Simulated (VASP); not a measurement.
# Na2S (Fm-3m) in VASP: single point with r2SCAN

Aim: the single point of Na2S with r2SCAN.

All numbers are computed with VASP 6.6.1; they aren't measurements. Logs are shortened: lines on timing, memory, paths and dates and some standing lists are left out, and cuts for length are marked.

**1. The structure**

It takes space group Fm-3m (No. 225, cubic). The conventional cell has a = 6.460 Å, b = 6.460 Å, c = 6.460 Å, α = 90.00°, β = 90.00°, γ = 90.00°. S (site symmetry m-3m) is surrounded by 8 Na at 2.80 Å. Na (site symmetry -43m) is surrounded by 4 S at 2.80 Å.

**2. Single point, r2SCAN**

Input file POSCAR:

```
Na2S
1.0
    0.0000000000      3.2301930000      3.2301930000
    3.2301930000      0.0000000000      3.2301930000
    3.2301930000      3.2301930000      0.0000000000
S Na
1 2
Direct
    0.0000000000      0.0000000000      0.0000000000
    0.2500000000      0.2500000000      0.2500000000
    0.7500000000      0.7500000000      0.7500000000
```

Input file INCAR.step1:

```
PREC = Accurate
ENCUT = 520
ISMEAR = -5
SIGMA = 0.1
LREAL = F
LASPH = T
NELM = 80
NBANDS = 17
GGA = PE
ALGO = Normal
EDIFF = 1E-4
LWAVE = T
LCHARG = F
```

Input file INCAR.step2:

```
PREC = Accurate
ENCUT = 520
EDIFF = 1E-6
ISMEAR = -1
SIGMA = 0.1
LREAL = F
LASPH = T
NELM = 80
ALGO = Normal
ISIF = 2
LWAVE = F
LCHARG = F
METAGGA = R2SCAN
LMIXTAU = T
LORBIT = 11
NBANDS = 17
ISTART = 1
```

Input file KPOINTS:

```
regular mesh
0
Gamma
  7 7 7
```

Potentials or basis: VASP PAW PBE potentials, release 64 (S, Na_pv).

Command:

```bash
cat potpaw_PBE.64/S/POTCAR potpaw_PBE.64/Na_pv/POTCAR > POTCAR
cp INCAR.step1 INCAR
mpirun -np 1 vasp_std > vasp.out
cp INCAR.step2 INCAR
mpirun -np 1 vasp_std > vasp.out
```

OUTCAR:

```text
PREC = Accurate
   ENCUT = 520
   EDIFF = 1E-6
   ISMEAR = -1
   LREAL = F
   LASPH = T
   NELM = 80
   ISIF = 2
   METAGGA = R2SCAN
   LORBIT = 11
   ISTART = 1

 ion  position               nearest neighbor table
   1  0.000  0.000  0.000-
   2  0.250  0.250  0.250-
   3  0.750  0.750  0.750-

  LATTYP: Found a face centered cubic cell.
 ALAT       =     6.4603860000

  Lattice vectors:

 A1 = (   0.0000000000,   3.2301930000,   3.2301930000)
 A2 = (   3.2301930000,   0.0000000000,   3.2301930000)
 A3 = (   3.2301930000,   3.2301930000,   0.0000000000)

Analysis of symmetry for initial positions (statically):
=====================================================================
 Subroutine PRICEL returns:
 Original cell was already a primitive cell.

 Routine SETGRP: Setting up the symmetry group for a
 face centered cubic supercell.

 Subroutine GETGRP returns: Found 48 space group operations
 (whereof 48 operations were pure point group operations)
 out of a pool of 48 trial point group operations.

The static configuration has the point symmetry O_h .

Analysis of symmetry for dynamics (positions and initial velocities):
=====================================================================
 Subroutine PRICEL returns:
 Original cell was already a primitive cell.

 Routine SETGRP: Setting up the symmetry group for a
 face centered cubic supercell.

 Subroutine GETGRP returns: Found 48 space group operations
 (whereof 48 operations were pure point group operations)
 out of a pool of 48 trial point group operations.

The dynamic configuration has the point symmetry O_h .

 Subroutine INISYM returns: Found 48 space group operations
 (whereof 48 operations are pure point group operations),
 and found     1 'primitive' translations

----------------------------------------------------------------------------------------

                                     Primitive cell

  volume of cell :      67.4086

  direct lattice vectors                    reciprocal lattice vectors
     0.000000000  3.230193000  3.230193000    -0.154789513  0.154789513  0.154789513
     3.230193000  0.000000000  3.230193000     0.154789513 -0.154789513  0.154789513
     3.230193000  3.230193000  0.000000000     0.154789513  0.154789513 -0.154789513

  length of vectors
     4.568182750  4.568182750  4.568182750     0.268103300  0.268103300  0.268103300

  position of ions in fractional coordinates (direct lattice)
     0.000000000  0.000000000  0.000000000
     0.250000000  0.250000000  0.250000000
     0.750000000  0.750000000  0.750000000

  ion indices of the primitive-cell ions
   primitive index   ion index
                 1           1
                 2           2
                 3           3

----------------------------------------------------------------------------------------

 KPOINTS: regular mesh

Automatic generation of k-mesh.
 Grid dimensions read from file:
 generate k-points for:    7    7    7

 Generating k-lattice:

  Cartesian coordinates                     Fractional coordinates (reciprocal lattice)
    -0.022112788  0.022112788  0.022112788     0.142857143  0.000000000  0.000000000
     0.022112788 -0.022112788  0.022112788     0.000000000  0.142857143  0.000000000
     0.022112788  0.022112788 -0.022112788     0.000000000  0.000000000  0.142857143

  Length of vectors
     0.038300471  0.038300471  0.038300471

  Shift w.r.t. Gamma in fractional coordinates (k-lattice)
     0.000000000  0.000000000  0.000000000

 Subroutine IBZKPT returns following result:
 ===========================================

 Found     20 irreducible k-points:

 Following reciprocal coordinates:
            Coordinates               Weight
  0.000000  0.000000  0.000000      1.000000
  0.142857  0.000000  0.000000      8.000000
  0.285714  0.000000  0.000000      8.000000
  0.428571  0.000000  0.000000      8.000000
  0.142857  0.142857  0.000000      6.000000
  0.285714  0.142857  0.000000     24.000000
[... 12 lines left out ...]
 -0.428571  0.428571  0.142857     24.000000
 -0.285714  0.428571  0.142857     24.000000
   k-points           NKPTS =     20   k-points in BZ     NKDIM =     20   number of bands    NBANDS=     17
   number of dos      NEDOS =    301   number of ions     NIONS =      3
   total plane-waves  NPLWV =  46656
   dimension x,y,z NGX =    36 NGY =   36 NGZ =   36
   dimension x,y,z NGXF=    72 NGYF=   72 NGZF=   72
   ions per type =               1   2
   NGX,Y,Z   is equivalent  to a cutoff of  13.10, 13.10, 13.10 a.u.
   NGXF,Y,Z  is equivalent  to a cutoff of  26.20, 26.20, 26.20 a.u.
 SYSTEM =  unknown system
   PREC   = accura    normal or accurate (medium, high low for compatibility)
   ISTART =      1    job   : 0-new  1-cont  2-samecut
   ICHARG =      0    charge: 1-file 2-atom 10-const
   ISPIN  =      1    spin polarized calculation?
   LNONCOLLINEAR =      F non collinear calculations
   LSORBIT =      F    spin-orbit coupling
   LASPH  =      T    aspherical Exc in radial PAW
   ENCUT  =  520.0 eV  38.22 Ry    6.18 a.u.   8.49  8.49  8.49*2*pi/ulx,y,z
   NELM   =     80;   NELMIN=  2; NELMDL=  0     # of ELM steps
   EDIFF  = 0.1E-05   stopping-criterion for ELM
   LREAL  =      F    real-space projection
   EDIFFG = 0.1E-04   stopping-criterion for IOM
   NSW    =      0    number of steps for IOM
   IBRION =     -1    ionic relax: 0-MD 1-quasi-New 2-CG
   NFREE  =      0    steps in history (QN), initial steepest desc. (CG)
   ISIF   =      2    stress and relaxation
   ISYM   =      2    0-nonsym 1-usesym 2-fastsym
   POTIM  = 0.5000    time-step for ionic-motion
   TEBEG  =    0.0;   TEEND  =   0.0 temperature during run
   PSTRESS=    0.0 pullay stress
   NELECT =      20.0000    total number of electrons
   NUPDOWN=      -1.0000    fix difference up-down
   EMIN   =  10.00;   EMAX   =-10.00  energy-range for DOS
   EFERMI =   0.00;   METHOD = LEGACY
   ISMEAR =    -1;   SIGMA  =   0.10  broadening in eV -4-tet -1-fermi 0-gaus
   EFERMI_NEDOS =   21; number of points for ismear=-14 and -15
   IALGO  =     38    algorithm
   IMIX   =      4    mixing-type and parameters
     AMIX     =   0.40;   BMIX     =  1.00
     AMIX_MAG =   1.60;   BMIX_MAG =  1.00
  volume/ion in A,a.u.               =      22.47       151.63
  Fermi-wavevector in a.u.,A,eV,Ry     =   1.091892  2.063377 16.221249  1.192228
  Thomas-Fermi vector in A             =   2.228146
   LORBIT       =     11    0 simple, 1 ext, 2 COOP (PROOUT), +10 PAW based schemes
   METAGGA = R2SCAN    functional components
   LHFCALC =     F    Hartree Fock is set to
   AEXX    =    0.0000 exact exchange contribution
   IVDW    =     0    specifies the selected vdW correction
   LEPSILON=     F    determine dielectric tensor
   LRPA    =     F    only Hartree local field effects (RPA)
 non-spin polarized calculation
  energy-cutoff  :      520.00
  volume of cell :       67.41
 maximum number of plane-waves:      1837
 NGX is ok and might be reduce to    36
   NGX = 17   NGY = 17   NGZ = 17

 number of electron      19.9999989 magnetization

 Free energy of the ion-electron system (eV)
  ---------------------------------------------------
  ext. energy  EPLUGINS =         0.00000000
  ---------------------------------------------------
  free energy    TOTEN  =       -18.96369845 eV

  energy without entropy =      -18.96369843  energy(sigma->0) =      -18.96369844

 E-fermi :   1.8439     XC(G=0):  -8.4172

 val. band max:        0.0256190678   @ k =   0.0000   0.0000   0.0000
 cond. band min:       3.2223214107   @ k =   0.0000   0.0000   0.0000
 fundamental gap:      3.1967023428
 Fermi energy:         1.8438740825

 k-point     1 :       0.0000    0.0000    0.0000
  band No.  band energies     occupation
      1     -22.9464      2.00000
      2     -22.9459      2.00000
      3     -22.9459      2.00000
      4     -22.8902      2.00000
      5     -22.8898      2.00000
      6     -22.8898      2.00000
[... 9 lines left out ...]
     16       9.9390      0.00000
     17      12.1020      0.00000

 k-point     2 :       0.1429    0.0000    0.0000
  band No.  band energies     occupation
      1     -22.9444      2.00000
      2     -22.9437      2.00000
      3     -22.9434      2.00000
      4     -22.8943      2.00000
      5     -22.8931      2.00000
      6     -22.8927      2.00000
[... 9 lines left out ...]
     16       9.5580      0.00000
     17      11.5499      0.00000

 k-point     3 :       0.2857    0.0000    0.0000
  band No.  band energies     occupation
      1     -22.9395      2.00000
      2     -22.9364      2.00000
      3     -22.9360      2.00000
      4     -22.9055      2.00000
      5     -22.9014      2.00000
      6     -22.9010      2.00000
[... 9 lines left out ...]
     16      10.1656      0.00000
     17      11.2431      0.00000

 k-point     4 :       0.4286    0.0000    0.0000
  band No.  band energies     occupation
      1     -22.9318      2.00000
      2     -22.9256      2.00000
      3     -22.9252      2.00000
      4     -22.9182      2.00000
      5     -22.9129      2.00000
      6     -22.9125      2.00000
[... 9 lines left out ...]
     16      11.5937      0.00000
     17      12.0506      0.00000

 k-point     5 :       0.1429    0.1429    0.0000
  band No.  band energies     occupation
      1     -22.9486      2.00000
      2     -22.9483      2.00000
      3     -22.9327      2.00000
      4     -22.9063      2.00000
      5     -22.8886      2.00000
      6     -22.8883      2.00000
[... 9 lines left out ...]
     16      10.2256      0.00000
     17      12.5528      0.00000

 k-point     6 :       0.2857    0.1429    0.0000
  band No.  band energies     occupation
      1     -22.9484      2.00000
      2     -22.9479      2.00000
      3     -22.9225      2.00000
      4     -22.9195      2.00000
      5     -22.8907      2.00000
      6     -22.8903      2.00000
[... 9 lines left out ...]
     16      10.6993      0.00000
     17      12.0354      0.00000

 k-point     7 :       0.4286    0.1429    0.0000
  band No.  band energies     occupation
      1     -22.9449      2.00000
      2     -22.9413      2.00000
      3     -22.9370      2.00000
      4     -22.9063      2.00000
      5     -22.8993      2.00000
      6     -22.8975      2.00000
[... 9 lines left out ...]
     16      12.0155      0.00000
     17      12.3668      0.00000

 k-point     8 :      -0.4286    0.1429    0.0000
  band No.  band energies     occupation
      1     -22.9493      2.00000
      2     -22.9339      2.00000
      3     -22.9300      2.00000
      4     -22.9117      2.00000
      5     -22.9088      2.00000
      6     -22.8947      2.00000
[... 9 lines left out ...]
     16      11.5772      0.00000
     17      12.4860      0.00000
[... 123 lines left out ...]
      1     -22.9720      2.00000
      2     -22.9582      2.00000
      3     -22.9579      2.00000
      4     -22.8825      2.00000
      5     -22.8822      2.00000
      6     -22.8784      2.00000
[... 9 lines left out ...]
     16      12.3419      0.00000
     17      13.2387      0.00000

 k-point    16 :      -0.4286    0.4286    0.0000
  band No.  band energies     occupation
      1     -22.9747      2.00000
      2     -22.9559      2.00000
      3     -22.9554      2.00000
      4     -22.8856      2.00000
      5     -22.8853      2.00000
      6     -22.8755      2.00000
[... 9 lines left out ...]
     16      12.3928      0.00000
     17      13.4849      0.00000

 k-point    17 :       0.4286    0.2857    0.1429
  band No.  band energies     occupation
      1     -22.9570      2.00000
      2     -22.9401      2.00000
      3     -22.9399      2.00000
      4     -22.9044      2.00000
      5     -22.9002      2.00000
      6     -22.8836      2.00000
[... 9 lines left out ...]
     16      11.9963      0.00000
     17      12.5649      0.00000

 k-point    18 :      -0.4286    0.2857    0.1429
  band No.  band energies     occupation
      1     -22.9603      2.00000
      2     -22.9521      2.00000
      3     -22.9277      2.00000
      4     -22.9135      2.00000
      5     -22.8919      2.00000
      6     -22.8843      2.00000
[... 9 lines left out ...]
     16      11.6685      0.00000
     17      12.9655      0.00000

 k-point    19 :      -0.4286    0.4286    0.1429
  band No.  band energies     occupation
      1     -22.9696      2.00000
      2     -22.9605      2.00000
      3     -22.9438      2.00000
      4     -22.8970      2.00000
      5     -22.8811      2.00000
      6     -22.8796      2.00000
[... 9 lines left out ...]
     16      12.0309      0.00000
     17      13.3224      0.00000

 k-point    20 :      -0.2857    0.4286    0.1429
  band No.  band energies     occupation
      1     -22.9700      2.00000
      2     -22.9603      2.00000
      3     -22.9296      2.00000
      4     -22.9115      2.00000
      5     -22.8830      2.00000
      6     -22.8779      2.00000
[... 9 lines left out ...]
     16      11.4616      0.00000
     17      13.5540      0.00000

------------------------ aborting loop because EDIFF is reached ----------------------------------------

  FORCE on cell =-STRESS in cart. coord.  units (eV):
  Direction    XX          YY          ZZ          XY          YZ          ZX
  --------------------------------------------------------------------------------------
  -------------------------------------------------------------------------------------
  Total        0.2972731      0.2972731      0.2972731     -0.0000000     -0.0000000     -0.0000000
  in kB        7.0656287      7.0656287      7.0656287     -0.0000000     -0.0000000     -0.0000000
  external PRESSURE =       7.0656287 kB  Pullay stress =       0.0000000 kB

 VOLUME and BASIS-vectors are now :
 -----------------------------------------------------------------------------
  energy-cutoff  :      520.00
  volume of cell :       67.41
      direct lattice vectors                 reciprocal lattice vectors
     0.000000000  3.230193000  3.230193000    -0.154789513  0.154789513  0.154789513
     3.230193000  0.000000000  3.230193000     0.154789513 -0.154789513  0.154789513
     3.230193000  3.230193000  0.000000000     0.154789513  0.154789513 -0.154789513

 POSITION                                       TOTAL-FORCE (eV/Angst)
 -----------------------------------------------------------------------------------
      0.00000      0.00000      0.00000        -0.000000      0.000000     -0.000000
      1.61510      1.61510      1.61510         0.000000      0.000000      0.000000
      4.84529      4.84529      4.84529        -0.000000     -0.000000     -0.000000
 -----------------------------------------------------------------------------------
    total drift:                                0.000000      0.000000      0.000000

  FREE ENERGIE OF THE ION-ELECTRON SYSTEM (eV)
  ---------------------------------------------------
  free  energy   TOTEN  =       -18.9636984475 eV

  energy  without entropy=      -18.9636984257  energy(sigma->0) =      -18.96369844

 total charge

# of ion       s       p       d       tot
------------------------------------------
    1        1.297   2.471   0.000   3.768
    2        0.060   5.991   0.000   6.052
    3        0.060   5.991   0.000   6.052
--------------------------------------------------
tot          1.418  14.453   0.000  15.871
```

Wall time 39 s (1 thread of Intel Xeon 6975P-C (Granite Rapids), shared host); peak memory 0.2 GiB.

Results:

```
Free energy                                           : -18.9637 eV
Pressure                                              : 0.7 GPa
Band gap on the k mesh                                : 3.20 eV, direct
Valence electrons inside the program's atomic spheres : S 3.77; Na 6.05
```

Caveat: the PAW data sets were made with another functional, which shifts forces and pressure a little.
